The series follows tungsten while its cell is squeezed uniformly. The cell is a slightly distorted body-centred cubic one, and its shape stays fixed. At 15.85 Å³ the eight nearest neighbours therefore form four pairs at 2.68, 2.74, 2.77 and 2.78 Å, not eight equal contacts at the shortest of these distances. The pressure describes the uniform part of the stress, and a shear stress may remain in the distorted cell behind it.

Tungsten at scaled volumes and fixed cell shape, computed with SIESTA 5.4.2 using vdW-DF2, PseudoDojo 0.4 standard pseudopotentials and an SZP basis (energy shift 0.01 Ry), without spin polarisation or spin–orbit coupling. The k mesh is 12×12×12, the mesh cutoff 800 Ry and the Fermi-Dirac smearing 0.05 eV. Energies are counted from the minimum of the fitted equation of state.

| volume (Å³/atom) | energy (meV/atom) | pressure (GPa) |
| --- | --- | --- |
| 14.90 | 282.36 | 49.51 |
| 15.21 | 194.42 | 39.53 |
| 15.53 | 125.15 | 30.67 |
| 15.85 | 72.72 | 22.47 |
| 16.16 | 35.54 | 15.24 |
| 16.48 | 12.14 | 8.58 |
| 16.80 | 1.18 | 2.63 |

**1. Which row is furthest from rest, and how can one tell?**

The row at 14.90 Å³ is the furthest from rest. It has the highest energy, 282 meV per atom above the minimum, and the highest pressure, 49.5 GPa. Both quantities fall at every step towards larger volume. All pressures are positive, which means that in each row the crystal would lower its energy by expanding. The minimum of this calculation must then lie beyond the last row, at more than 16.80 Å³.

**2. The volume steps are equal, so why are the energy steps so unequal?**

Compressing the cell from 16.80 to 16.48 Å³ costs 11 meV, while compressing it from 15.21 to 14.90 Å³ costs 88 meV, eight times as much. Energy $E$, volume $V$ and pressure $P$ are tied together by $P=-\mathrm{d}E/\mathrm{d}V$. The cost of a small step is thus the pressure already reached times the volume removed. Near the minimum there is hardly any pressure to work against, and far from it there is a great deal.

A second effect adds to this. If the energy were a parabola in the volume, each step would raise the pressure by the same amount. In the table the step next to the minimum raises it by $8.58-2.63=5.95$ GPa, and the step at the small end by $49.51-39.53=9.98$ GPa. The metal does not merely push back more the further it is squeezed; it also becomes stiffer.

**3. Why does tungsten stiffen as its bonds shorten?**

The measure of stiffness is the bulk modulus, $B=-V\,\mathrm{d}P/\mathrm{d}V$, which follows from the curvature of the energy. It is 327 GPa at 16.48 Å³, 385 GPa at 15.85 Å³ and 453 GPa at 15.21 Å³. Between the first and the last of these volumes all bonds shorten by only 2.6 %. A small change of length thus goes with a rise in stiffness of more than a third.

The reason is a contest between a pull and a push. Tungsten has a roughly half-filled d band, in which mostly bonding states are occupied, and their overlap draws the atoms together. Against this stands the kinetic energy of electrons confined to less space, together with the repulsion that sets in when valence electrons meet the inner shells of neighbouring atoms. At the minimum the two forces cancel.

They do not cancel in the curvature, because the push varies more steeply with distance than the pull. Each further derivative of the energy gives the steeper term more weight, so the push governs the stiffness even where the forces balance. On compression it grows faster than the pull, and the bulk modulus rises with it. The table shows only the sum of the two; the division into pull and push is an argument from the general theory of metallic bonding.

**4. Where is the minimum, if no row reaches it?**

The pressures allow a simple estimate: carry the last two on in a straight line until they reach zero. From 16.48 to 16.80 Å³ the pressure falls by 5.95 GPa over 0.32 Å³, and 2.63 GPa are left. The remaining distance is $2.63\times0.32/5.95=0.14$ Å³, which puts the minimum at 16.94 Å³.

An equation of state fitted to all seven energies gives 16.95 Å³. The straight line should stop slightly short, since the pressure falls ever more slowly as the volume grows. The two routes use different results of the same runs, energies in one case and pressures in the other, so their agreement supports the short extrapolation. It says nothing about the functional or the basis, which both routes share. The printed output after the text lists the energy steps, the moduli and this estimate.

The last row also shows what such stiffness means in a device. It lies only 0.9 % in volume below the fitted minimum, yet holding it there takes 2.6 GPa. In the tungsten contacts and vias of a chip, small mismatches in size can therefore build up large stresses. A real film is strained unevenly and contains grain boundaries, so the figure gives the scale for a perfect crystal under uniform pressure.

**5. What would change with another functional or a larger basis?**

The row at 15.85 Å³ shows why the question matters. Real tungsten at ordinary pressure has a volume of roughly 16 Å³ per atom, a rounded value recalled here for orientation. The calculation assigns 22.5 GPa to a crystal of about that size. This pressure is an error of the model: its atoms want more room than real ones do.

A likely cause is the functional, though this series can't separate its share from the others. vdW-DF2 tends to make the 5d metals too large, because its exchange part is too repulsive at short bond lengths. The same series with PBE, a gradient-corrected functional, should have its minimum at a smaller volume, and the row at 15.85 Å³ would then carry less pressure.

The basis may contribute as well. It is small, and its valence functions are too short where they have to reach over shallow inner shells. How much of the excess volume comes from this, and even in which direction a better basis would move the minimum, is open. Runs with the same functional and ever larger bases would settle it, once the volume of the minimum stops changing. The pseudopotentials are a third possible source, since they were made for PBE and not for vdW-DF2.

**6. What would change with another element?**

The shape of the curve would survive, but its scale would not. Sodium has no d bonding to pull its atoms close together, and its few valence electrons are spread thinly. The same relative compression would cost far less energy and need far less pressure. Tantalum, the left-hand neighbour of tungsten, has one electron fewer in the bonding part of the d band; it has longer bonds and is softer, though still much stiffer than sodium.

What carries over is the way in which stiffness grows. In this series the bulk modulus rises by about 4 GPa for each GPa of pressure, and values near four are common among simple and transition metals alike. The contest of a steep push with a gentler pull is the same in all of them. A reader who knows the bulk modulus of another metal at rest can thus guess roughly how it stiffens under moderate pressure.

**7. Which digits can be trusted?**

The answer depends on what the digits are used for. Within the series, the energy steps and the pressures can be held against each other. Between 15.85 and 16.16 Å³ the slope of the energy corresponds to 18.8 GPa, and the mean of the two listed pressures is 18.9 GPa. Over all steps the gap stays below 0.1 GPa, and a good part of it arises because the pressure curve bends between the rows. The first decimal of a pressure is therefore meaningful for comparing rows, while the second should not be interpreted.

As statements about real tungsten, the same pressures are much less certain. Near the real volume the model is off by some 20 GPa, a couple of hundred times the internal disagreement. Smooth energies and a close fit show that the calculation is numerically quiet; they cannot reveal an error that all rows share.

The error in volume also reaches the bulk modulus. At the model's own minimum the fit gives 291 GPa, whereas at 15.85 Å³ the energies give 385 GPa. The first value belongs to a crystal at rest with bonds that are too long, the second to a crystal of nearly the right size under a pressure that the real one does not feel. A bulk modulus from such a curve should be quoted together with its volume, and the third figure of either value carries no information about the real metal.

Output of the analysis:

```
Step between the row above and this row:
    row  energy cost of compression in meV  pressure from energy slope in GPa  mean of the two listed pressures in GPa
  15.21                              87.94                              44.45                                    44.52
  15.53                              69.27                              35.02                                     35.1
  15.85                              52.43                               26.5                                    26.57
  16.16                              37.18                              18.79                                    18.86
  16.48                               23.4                              11.83                                    11.91
   16.8                              10.96                               5.54                                    5.605
Cost of the step at the small end over that at the large end: 8.024
Largest gap between energy slope and mean listed pressure, GPa: 0.08414
Bulk modulus from energies at 15.21 A^3, GPa: 453
Bulk modulus from energies at 15.85 A^3, GPa: 385.4
Bulk modulus from energies at 16.48 A^3, GPa: 327
Rise of bulk modulus from 16.48 to 15.21 A^3, percent: 38.54
Shortening of all bonds from 16.48 to 15.21 A^3, percent: 2.633
Rise of bulk modulus per rise of pressure between these rows: 4.072
Fitted bulk modulus at the extrapolated minimum, GPa: 290.9
Volume where the last two pressures carried on straight reach zero, A^3: 16.94
Fitted equilibrium volume, A^3: 16.95
Compression of the last row against the fitted minimum, percent: 0.8693
Excess of fitted bond length over the given cell, percent: 2.258
Longest of the four contact pairs in the given cell (others 2.681, 2.735, 2.768), A: 2.783
```
